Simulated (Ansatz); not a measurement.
This Ansatz 0.2.0 run on Pr needs a look.

File input.yaml:

```yaml
crystal:
  lattice:
    - [-0.009224, 2.564159, 2.4745]
    - [2.630906, -0.049317, 2.514593]
    - [2.617561, 2.590907, -0.035973]
  atoms:
    - { symbol: pr, position: [0.00145, -0.00464, 0.002146], spin: 2.0 }
hamiltonian:
  xc: pbe
  pseudopotentials: { kind: nc, accuracy: lanthanide_3plus }
magnetization:
  spin_polarized: true
kpoints:
  mp_grid: { grid: [9, 9, 9] }
scf:
  occupations: { method: methfessel_paxton, width: 0.01 }
  max_iter: 75
output:
  forces: true
  stress: true
  eigenvalues: true
```

Potentials or basis: PseudoDojo 3+ lanthanides.

Command:

```bash
$ ansatz run input.yaml --threads 1 --pin off --max-ram 2560MiB --backend cpu --events-out ev --progress --plain --runs-dir out
```

Output:

```text
Error: YAML parse error: error: line 7 column 17: `pr` is not an element symbol (H … Og, case-exact)
 --> <input>:7:17
  |
5 |     - [2.617561, 2.590907, -0.035973]
6 |   atoms:
7 |     - { symbol: pr, position: [0.00145, -0.00464, 0.002146], spin: 2.0 }
  |                 ^ `pr` is not an element symbol (H … Og, case-exact)
8 | hamiltonian:
9 |   xc: pbe
  |
```

**Question.** How did it end, and where is the flaw?

**Answer.** The program refused the input. The input holds a flaw that was put in on purpose: an unknown element (crystal.atoms[0].symbol = pr).
